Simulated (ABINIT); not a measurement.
Input of an ABINIT 10.8.3 (patched build) run:

Contents of run.abi:

```
# Pseudopotentials
pp_dirpath "./"
pseudos "S.upf, Be.upf"

# Structure
acell 3.4294678888 3.4294678888 3.4294678888 Angstrom
rprim
     0.0000000000     0.7071067812     0.7071067812
     0.7071067812     0.0000000000     0.7071067812
     0.7071067812     0.7071067812     0.0000000000
ntypat 2
znucl 16 4
natom 2
typat 1 2
xcart
     3.6375000000     3.6375000000     3.6375000000
     0.0000000000     0.0000000000     0.0000000000 Angstrom

# Plane-wave basis
ecut 44.0

# k points
kptopt 1
ngkpt 7 7 7
nshiftk 1
shiftk 0.0 0.0 0.0

# Exchange and correlation
ixc 11

# Bands and occupations
nband 9
occopt 3
tsmear 0.00183747

# SCF cycle
nstep 100
tolvrs 1.0e-10

# Output
iomode 3
prtwf 0
prtden 0
prteig 0
prtebands 0
enunit 1
```

Potentials or basis: PseudoDojo NC SR PBE v0.4.1 standard.

Command:

```bash
$ abinit run.abi > log 2>&1
```

Question: Predict the pressure.

Answer: 1.7 GPa.

Question: Predict the band gap on the k mesh.

Answer: 3.27 eV, indirect (least direct gap 5.66 eV).

Caveat: an odd mesh through Γ misses points on the zone boundary, where band edges often lie. As with any semilocal functional, this PBE gap is likely too small.
